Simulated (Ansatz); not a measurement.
input.yaml (Ansatz)

```yaml
crystal:
  lattice:
    - [-3.7423881607, 3.7171017632, 1.5339823893]
    - [3.7171017632, -3.7423881607, 1.5339823893]
    - [2.0719591779, 2.0719591779, -1.5802944728]
  atoms:
    - { symbol: In, position: [0.9993221845, 0.0006778155, 1.0] }
    - { symbol: In, position: [0.7506778155, 0.2493221845, 0.5] }
hamiltonian:
  xc: pbesol
  pseudopotentials:
    kind: paw
    azcp:
      In: "pseudopotentials/In.paw.azcp"
basis:
  ecutwfc: 420
  fft_grid_basis: typed
kpoints:
  mp_grid: { grid: [13, 13, 12], shift: [0, 0, 0] }
magnetization:
  spin_polarized: false
scf:
  occupations: { method: fermi_dirac, width: 0.1 }
  lower_state_search: "off"
output:
  stress: true
  write_density: true
  write_potential: true
  elf: true
  volumetric_format: npy
```

and its output:

```
Warning: the record states the generating functional pbe (its physics header spells it `PBE`), which answers neither for hamiltonian.xc's functional nor for the pbesol family's — results may be inconsistent (PPs are generated against a specific XC)
Engine: ansatz 0.2.0, x86_64-unknown-linux-gnu
Pseudopotentials: kind: paw
Pseudopotential: In, paw, valence charge 13, recommended cutoff 420 eV (normal) 
Functional definition: PBEsol
  exchange = pbesol_x
  correlation = pbesol_c
Crystal: 2 atoms, lattice volume = 47.120 Å³
Basis set: ecut = 420 eV, 931 PW (Γ)
Bands: 17, of which v1, the nominal top of the filled ones, is band 13 counted from 1 (12 counted from 0)
Symmetry: 4 space group operations
Space group: C2/c (ITA 15), of the structure as read, at distance tolerance 3.6e-5 Å
k-points: 553 of 2028
Non-local potential: In, projectors of the file, l = 0: 2, l = 1: 2, l = 2: 2, l = 3: 2
PAW form: soft (Blöchl's): semilocal exchange-correlation on the pseudo side does not see the compensation charge
PAW frozen core: In, regenerated for the run's functional, and the local potential with it (the file was generated under x = pbe(κ = 0.804, μ = 0.2195149727645171), c = pbe(β = 0.06672455060314922))
PAW one-centre angular grid: In, 590 points (default); XC on 64 Gauss nodes
Initial density: superposition of atomic densities (neutral atoms: chi_scale 0, normalization atom), corrected by the library's trained network
Initial wavefunctions: pseudopotential atomic-orbital guess
Functional: x = pbesol(κ = 0.804, μ = 0.12345679012345678), c = pbesol(β = 0.046)
SCF iter   1: F=—  HF=-11050.769971 eV  |F-HF|=—  |Δ(HF+E_count)|=         —  Δρ=3.21e-3  dr2=4.22e-3  ethr=1.77e-3  ⟨swp⟩=5.6  Hψ=45888  notcnv=0
SCF iter   2: F=—  HF=-11050.766172 eV  |F-HF|=—  |Δ(HF+E_count)|=   3.80e-3  Δρ=1.61e-3  dr2=1.15e-3  ethr=1.62e-5  ⟨swp⟩=2.0  Hψ=20749  notcnv=0
SCF iter   3: F=—  HF=-11050.765689 eV  |F-HF|=—  |Δ(HF+E_count)|=   4.83e-4  Δρ=5.57e-4  dr2=6.46e-5  ethr=4.42e-6  ⟨swp⟩=2.0  Hψ=16568  notcnv=0
SCF iter   4: F=—  HF=-11050.765691 eV  |F-HF|=—  |Δ(HF+E_count)|=   2.15e-6  Δρ=4.65e-4  dr2=7.23e-5  ethr=2.48e-7  ⟨swp⟩=2.0  Hψ=16602  notcnv=0
SCF iter   5: F=—  HF=-11050.765665 eV  |F-HF|=—  |Δ(HF+E_count)|=   2.60e-5  Δρ=2.46e-4  dr2=2.04e-5  ethr=2.48e-7  ⟨swp⟩=2.0  Hψ=15269  notcnv=0
SCF iter   6: F=—  HF=-11050.765655 eV  |F-HF|=—  |Δ(HF+E_count)|=   9.78e-6  Δρ=5.81e-5  dr2=1.15e-6  ethr=7.86e-8  ⟨swp⟩=2.0  Hψ=14913  notcnv=0
SCF iter   7: F=-11050.765655 eV  HF=-11050.765655 eV  |F-HF|=1.59e-8  |Δ(HF+E_count)|=   5.58e-7  Δρ=7.01e-6  dr2=1.56e-8  ethr=3.85e-10  ⟨swp⟩=6.8  Hψ=59820  notcnv=0
SCF 1 converged in 7 iterations: F = -11050.765655 eV  dr2 = 1.56e-8
SCF converged after 7 iterations
Free energy (F): -11050.765655 eV
Harris-Foulkes:  -11050.765655 eV  (|F-HF|=1.59e-8)
Internal energy: -11050.739677 eV  (E = F + TS)
E sigma→0 (E₀):  -11050.752666 eV
Entropy (-TS):   -0.025978 eV (-12.989 meV/atom)
Fermi energy:    11.628367 eV
--- Per-component energies (eV) ---
  E_band       = -13.483324
  E_kinetic    = 486.230317
  E_local      = -2027.462366  (includes V_loc(G=0)·N_el)
  E_nonlocal   = 734.864638
  E_hartree    = 796.790488
  E_xc         = -429.564793
  E_vxc        = -202.822566  (∫ρ·V_xc dr)
  E_paw        = -8163.220380  (= ΣΔE_a)
  E_vpaw       = -597.881210  (= ΣTr[D̂ρ^β])
  E_aug_tail   = 0.000050  (compensation charges beyond the density's cutoff)
  E_ewald      = -2448.849436
  E_core_change = 0.471805  (= ΣΔE_core)
  E_smearing   = -0.025978  (= −TS)
  E_closure    = -0.000000  (closes the sum)
  Σ components = -11050.765655   (vs F -11050.765655, Δ=0.00e0)
--- Stress (GPa, compression-positive) ---
        4.518332      -0.528731       0.171603
       -0.528731       4.518332       0.171603
        0.171603       0.171603       4.858614
  P = ⅓ Tr σ = 4.6318 GPa (46.318 kbar)
--- Band table (eV; the first three rows and the last of 553) ---
  k-point 0: bands = ["-3.2303", "-3.1924", "-3.1495", "-3.0306", "-2.9979", "-2.9154", "-2.9138", "-2.7640", "-2.7507", "-2.6181", "1.2998", "7.1763", "7.7377", "18.9901", "22.9094", "22.9319", "22.9478"]
  k-point 1: bands = ["-3.2354", "-3.1753", "-3.1544", "-3.0386", "-2.9835", "-2.8988", "-2.8974", "-2.7621", "-2.7498", "-2.6445", "1.4348", "7.2822", "7.9049", "17.4608", "22.1630", "22.2903", "22.5946"]
  k-point 2: bands = ["-3.2514", "-3.1963", "-3.1012", "-3.0587", "-2.9460", "-2.8583", "-2.8483", "-2.7568", "-2.7469", "-2.7130", "1.8439", "7.6056", "8.3966", "14.9994", "20.1578", "20.6420", "21.2208"]
  k-point 552: bands = ["-3.3290", "-3.3290", "-3.2253", "-3.2253", "-2.7933", "-2.7933", "-2.6483", "-2.6483", "-2.5984", "-2.5984", "7.5734", "7.5734", "8.1241", "8.1241", "17.8273", "17.8273", "18.6518"]
```
